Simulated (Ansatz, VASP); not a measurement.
C in VASP and in Ansatz

```xyz
4
Lattice="2.4665 0.0000 0.0000 -1.2333 2.1361 0.0000 0.0000 0.0000 8.5128" Properties=species:S:1:pos:R:3 pbc="T T T"
C     0.0000    0.0000    0.0213
C     0.0000    0.0000    4.2777
C     0.0000    1.4241    0.0213
C     1.2333    0.7120    4.2777
```

Alike in both runs: functional PBE; k mesh 18 × 18 × 6; occupations gaussian, width 0.1 eV; no spin polarisation.

Ansatz relaxed the structure, and its values are those at the end. VASP's run is a single point on that final structure, the one shown.

|  | VASP | Ansatz |
| --- | --- | --- |
| version | VASP 6.6.1 | Ansatz 0.2.0 |
| potentials or method | VASP PAW PBE potentials, release 64 (C) | scalar-relativistic, plane waves, PAW |
| plane-wave cutoff (eV) | 520 | 420 |
| valence electrons in the cell | 16 | 16 |

VASP gave:

| Property | Result |
| --- | --- |
| gap on the k mesh at the Fermi level (eV) | none |
| pressure (GPa) | 0.4 |

Which values does Ansatz return?

gap on the k mesh at the Fermi level (eV): none; pressure (GPa): 0.0.

A gap of «none» marks a metal or a gap that the smearing closes. Ansatz warned: «structure_snapped_to_symmetry».

Caveats: this functional lacks dispersion, which binds the layers, so the pressure and a relaxed spacing across them are unreliable.
